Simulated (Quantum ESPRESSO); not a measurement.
Here is a Quantum ESPRESSO 7.5 calculation.

Contents of pw.in:

```
&CONTROL
  calculation = 'scf'
  prefix = 'pwscf'
  outdir = './tmp'
  pseudo_dir = './pseudo'
  tprnfor = .true.
  tstress = .true.
  disk_io = 'nowf'
/
&SYSTEM
  ibrav = 0
  nat = 2
  ntyp = 2
  ecutwfc = 64
  ecutrho = 782
  nbnd = 27
  occupations = 'smearing'
  smearing = 'fd'
  degauss = 0.00367493
  nspin = 2
  starting_magnetization(1) = 0.1176
  starting_magnetization(2) = 0.1875
/
&ELECTRONS
  conv_thr = 4d-10
  electron_maxstep = 120
  mixing_beta = 0.3
/
ATOMIC_SPECIES
Co    58.9332 Co_pbe_v1.2.uspp.F.UPF
Fe    55.8450 Fe.pbe-spn-kjpaw_psl.0.2.1.UPF
CELL_PARAMETERS angstrom
   2.8570000000    0.0000000000    0.0000000000
   0.0000000000    2.8570000000    0.0000000000
   0.0000000000    0.0000000000    2.8570000000
ATOMIC_POSITIONS crystal
Co     0.0176420000   -0.0010790000    0.0098900000
Fe     0.5056640000    0.4958460000    0.5046440000
K_POINTS automatic
9 9 9 0 0 0
```

Potentials or basis: SSSP 1.3 efficiency PBE.

Command:

```sh
$ OMP_NUM_THREADS=2 pw.x -in pw.in > pw.out
```

**Question.** Estimate the net moment.

**Answer.** 4.55 μB per cell.

**Question.** Predict the pressure.

**Answer.** -3.5 GPa.

Forces in eV/Å, atoms in the order of the input:
```
Co  -0.206 -0.053 -0.089
Fe   0.206  0.053  0.089
```
